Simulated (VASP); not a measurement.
# Conduction levels of SiC (F-43m) at Γ, X and L by functional, with estimates of the X level for PBE0 and LDA

A functional that opens the gap of SiC could lift the whole conduction band as one piece, or it could lift some valleys more than others and so change where electrons collect. The distinction matters for power devices, because the spacing of the valleys decides whether electrons heated by a strong field can scatter from one kind of valley into another. I compare the lowest empty levels at Γ, X and L, each measured from the valence-band top, in one fixed cell, so that no change of bond length enters. What I follow is the order of the levels at these three points; a valley minimum that lies off its symmetry point can be lower than the level listed.

## Computational details

A cell from a diffraction database, the same for all rows. VASP 6.6.1, plane waves with PAW, cutoff 520 eV, no spin polarisation, no spin-orbit coupling. Levels are read at the symmetry points of a band path, from the valence-band top. EpsX marks an unscreened share α = 1/ε∞ of exact exchange. For all rows, k mesh: 5×5×5. All levels use the PAW data sets made with PBE.

Notes on method and selection:

- A valley minimum can lie off the symmetry point and below the level at it.
- Runs that did not converge, have known faults or may not be shown are not listed, and runs on Ansatz's PAW sets soft_1 and soft_2 are kept to separate tables.

Columns:

- Γ valley (eV): lowest empty level at Γ.
- X valley (eV): lowest empty level at X.
- L valley (eV): lowest empty level at L.
- X − Γ (eV): level at X less level at Γ.

Input lines of one member:

```
PREC = Accurate
ENCUT = 520
EDIFF = 1E-06
NELM = 100
ISMEAR = 0
SIGMA = 0.02
LREAL = .FALSE.
ALGO = Normal
GGA = PE
NBANDS = 16
LORBIT = 11
KPAR = 4
```

Command (options for logging and memory left out): `mpirun -np 4 vasp_std`

## Data

```
member                  Γ valley (eV)  X valley (eV)  L valley (eV)  X − Γ (eV)
PBE                     6.23           1.34           5.42           −4.89
LDA                     6.28           ?              ?              ?
r2SCAN                  6.83           1.71           5.98           −5.12
TB-mBJ                  7.01           2.35           6.19           −4.67
PBE-EpsX (α = 0.14)     7.41           2.27           6.55           −5.14
LAK                     7.42           2.18           6.41           −5.24
HSE06                   7.57           2.25           6.66           −5.31
r2SCAN-EpsX (α = 0.14)  7.86           2.56           6.98           −5.30
PBE0                    8.31           ?              ?              ?
r2SCAN0                 8.64           3.21           7.73           −5.43
```

Cells marked ? are withheld until the estimate has been made.

Least-squares fits to the members shown, with x = Γ valley (eV); R² and errors in the fitted variable (y, or ln y where the fit is in ln y):

```
y              members  fit                     R²    rms residual  leave-one-out rms  the same for the mean of the others
X valley (eV)  8        y = −3.189 + 0.7357 x   0.91  0.16          0.19               0.59
L valley (eV)  8        y = −0.5402 + 0.9537 x  0.99  0.051         0.063              0.74
```

## Interpretation

The order does not change in the eight complete rows: X is lowest, L comes next and Γ is highest. The spacing does change. From PBE to r2SCAN0 the Γ level rises by 8.64 − 6.23 = 2.41 eV, the L level by 7.73 − 5.42 = 2.31 eV and the X level by only 3.21 − 1.34 = 1.87 eV. L therefore follows Γ almost rigidly, while X lags behind. Even so, X stays at least 4.67 eV below Γ, and L at least 6.23 − 5.42 = 0.81 eV below it, so the differences between functionals come nowhere near reversing the order.

The common rise has a well-understood cause. Semilocal functionals place empty levels too close to filled ones, and a share of exact exchange lowers the filled states relative to the empty ones. The size of the shift depends on the orbitals involved, so it need not be equal at all k points. Adding the share 0.14 to PBE raises X by 2.27 − 1.34 = 0.93 eV and Γ by 7.41 − 6.23 = 1.18 eV, a ratio of 0.93 / 1.18 = 0.79.

TB-mBJ breaks this pattern. Relative to PBE it raises X by 2.35 − 1.34 = 1.01 eV but Γ by only 7.01 − 6.23 = 0.78 eV, and its X level lies 0.38 eV above the fitted line. L stays in step with Γ here too, with a rise of 0.77 eV. TB-mBJ contains no exact exchange; it changes the local potential, and tends to raise it where the density is low. If the X state has more weight in the open parts of the lattice than the Γ state, the departure has the right sign, but I offer that only as a possibility.

The Γ level thus predicts the L level well across functionals. It predicts the X level closely only among functionals that open the gap in the same way.

## Prediction

Plain estimates from the members shown:

- PBE0, fit at x = 8.31: 2.92 eV
- PBE0, straight-line interpolation between r2SCAN-EpsX (α = 0.14) and r2SCAN0: w = (8.31 − 7.86) / (8.64 − 7.86) = 0.577, so 2.56 + 0.577 × (3.21 − 2.56) = 2.94 eV
- LDA, fit at x = 6.28: 1.43 eV
- LDA, straight-line interpolation between PBE and r2SCAN: w = (6.28 − 6.23) / (6.83 − 6.23) = 0.083, so 1.34 + 0.083 × (1.71 − 1.34) = 1.37 eV

For PBE0 I stay on the PBE base and scale the effect of exact exchange. The PBE row, unlike the hybrids, leaves out non-spherical gradient contributions inside the PAW spheres; I neglect that difference here. The general fit includes TB-mBJ, and the interpolation runs between r2SCAN hybrids. The Γ column gives the scale from PBE-EpsX to PBE0: (8.31 − 6.23) / (7.41 − 6.23) = 1.763. The X level is then 1.34 + 1.763 × (2.27 − 1.34) = 2.98 eV.

The same route on the r2SCAN base gives 1.71 + (8.64 − 6.83) / (7.86 − 6.83) × (2.56 − 1.71) = 3.20 eV for r2SCAN0, against 3.21 eV in the table. With a single test and about 0.01 eV of rounding, I allow 0.03 eV.

LDA has no exact exchange to scale. Its Γ level is 0.05 eV above that of PBE, but this comes from dropping the gradient terms, and I see no reason for X to follow with the slope of the fit. I therefore carry over the PBE value, 1.34 eV, without a shift.

To size the error I take the shown pairs whose Γ levels agree within 0.16 eV, which are those among PBE-EpsX, LAK and HSE06. Their X levels differ by 0.09, 0.07 and 0.02 eV, a root mean square of 0.07 eV. The next closest pair, r2SCAN and TB-mBJ with 7.01 − 6.83 = 0.18 eV, is left out because TB-mBJ breaks the pattern; the error bar therefore assumes that LDA does not behave like TB-mBJ.

**Committed estimate, PBE0: X valley = 2.98 ± 0.03 eV.**  
**Committed estimate, LDA: X valley = 1.34 ± 0.07 eV.**

## Check

```
member  Γ valley (eV)  X valley (eV)  L valley (eV)  X − Γ (eV)
LDA     6.28           1.29           5.39           −4.99
PBE0    8.31           2.98           7.40           −5.33
```

```
member  estimate       X valley (eV)  computed  estimate − computed  miss in error bars
PBE0    committed      2.98           2.98      0.00                 0.0
PBE0    fit            2.92           2.98      −0.06
PBE0    interpolation  2.94           2.98      −0.04
LDA     committed      1.34           1.29      +0.05                0.7
LDA     fit            1.43           1.29      +0.14
LDA     interpolation  1.37           1.29      +0.08
```

Both estimates fell inside their error bars and came closer than the plain estimates. PBE0 agrees to the printed digit, where the fit was 0.06 eV too low and the interpolation 0.04 eV too low. For LDA I was 0.05 eV too high, against 0.14 eV for the fit and 0.08 eV for the interpolation.

The scaling of exact exchange on a fixed base held. From PBE to PBE0 the X level rises by 2.98 − 1.34 = 1.64 eV and the Γ level by 8.31 − 6.23 = 2.08 eV, a ratio of 1.64 / 2.08 = 0.79, the same as at the smaller share of 0.14. On the PBE base the two shifts thus have the same ratio at both shares, with X rising more slowly than Γ.

This does not make exact exchange the cause of the common rise across the series, and I was wrong to explain that rise by exact exchange alone. r2SCAN and LAK contain none; they are semilocal functionals that also use the kinetic-energy density. Relative to PBE, r2SCAN raises X by 1.71 − 1.34 = 0.37 eV and Γ by 6.83 − 6.23 = 0.60 eV, a ratio of 0.37 / 0.60 = 0.62. LAK raises them by 2.18 − 1.34 = 0.84 eV and 7.42 − 6.23 = 1.19 eV, a ratio of 0.84 / 1.19 = 0.71. The hybrid HSE06 gives (2.25 − 1.34) / (7.57 − 6.23) = 0.68, between the two. X therefore lags behind Γ with or without exact exchange.

For LDA I was right not to use the slope of the fit, but the X level does not simply keep its PBE value. Going from PBE to LDA, Γ rises by 0.05 eV while X falls by 0.05 eV and L by 0.03 eV. I read little into these small shifts, because the PBE row leaves out the non-spherical gradient contributions inside the PAW spheres, which may matter at this level.

## Where the trend breaks

Least-squares fits to the whole series, with x = Γ valley (eV); R² and errors in the fitted variable (y, or ln y where the fit is in ln y):

```
y              members  fit                     R²    rms residual  leave-one-out rms  the same for the mean of the others
X valley (eV)  10       y = −3.462 + 0.7717 x   0.94  0.14          0.17               0.67
L valley (eV)  10       y = −0.6452 + 0.9674 x  1.00  0.048         0.057              0.81
```

Largest departures from the fit to the whole series:

```
member  X valley (eV)  fit   computed − fit  in rms residuals
TB-mBJ  2.35           1.95  +0.40           2.8
HSE06   2.25           2.38  −0.13           0.9
r2SCAN  1.71           1.81  −0.10           0.7
LDA     1.29           1.38  −0.09           0.7
```

TB-mBJ stands apart, with its X level 0.40 eV above the line, or 2.8 rms residuals. The likeliest reason is the one I offered before: its potential is raised where the density is low, and the lowest empty state at X in SiC is known to spread into the open channels of the lattice. The columns show the extra rise at X but not the shape of the state. A run with the local form of mBJ, a close relative of TB-mBJ, was left out of the tables, so the fits cover only the ten members listed.

HSE06 comes next, 0.13 eV below the line, which is within the ordinary scatter. Comparison with PBE0 nevertheless explains its position. Both contain the same share of exact exchange at short range, but HSE06 drops the long-range part. That lowers Γ by 8.31 − 7.57 = 0.74 eV, X by 2.98 − 2.25 = 0.73 eV and L by 7.40 − 6.66 = 0.74 eV, an almost rigid shift. The line would lower X by only 0.7717 × 0.74 = 0.57 eV. Long-range exchange therefore moves the three levels together, and the unequal part of the hybrid shift comes from short range.

r2SCAN and LDA lie within one rms residual, and part of their deficit arises because TB-mBJ pulls the line upwards. Apart from TB-mBJ, every member lies within 0.13 eV of the line, whether it contains exact exchange or not. I had expected Γ to predict X closely only among functionals that open the gap in the same way. That was too narrow: semilocal functionals and hybrids share the line, and TB-mBJ is the one clear exception in the tables.

## Rules of thumb and their limits

In this fixed cell the order X, L, Γ holds for all ten functionals listed, while X − Γ runs from −4.67 to −5.43 eV. The L level lies at least 6.19 − 2.35 = 3.84 eV above X, so with any of these functionals heated electrons should scatter mainly among the equivalent X valleys, and hardly to L or Γ. From a known Γ level, a further functional's L level can be estimated to about 0.06 eV and its X level to about 0.17 eV, by the leave-one-out errors. For a functional that departs as TB-mBJ does, the X estimate misses by 0.40 eV or more.

For unscreened hybrids on the PBE base there is a closer rule. PBE0 has a share of one quarter, so X rises by (2.98 − 1.34) / 25 = 0.066 eV per percentage point of exact exchange; the row at 0.14 gives 0.93 / 14 = 0.066 eV. On the r2SCAN base, r2SCAN0 with the same share gives (3.21 − 1.71) / 25 = 0.060 eV. These steps hold for the 5×5×5 mesh, the only one in the tables; levels computed with unscreened exchange can settle slowly as the mesh is made denser.

No omitted effect that I know of is as large as the spread of the X column, 3.21 − 1.29 = 1.92 eV. Lattice vibrations, zero-point motion included, would lower the X level by an amount that none of these calculations gives, and that need not be small beside the errors quoted above. Those errors say how well one computed level follows from another, not how close either is to a measured one. Spin-orbit coupling matters less.

[Logs are printed without paths, hosts, clocks, repeated set-up lines and the standing remarks that a program may print on its own settings, such as how far it seeks lower states.]
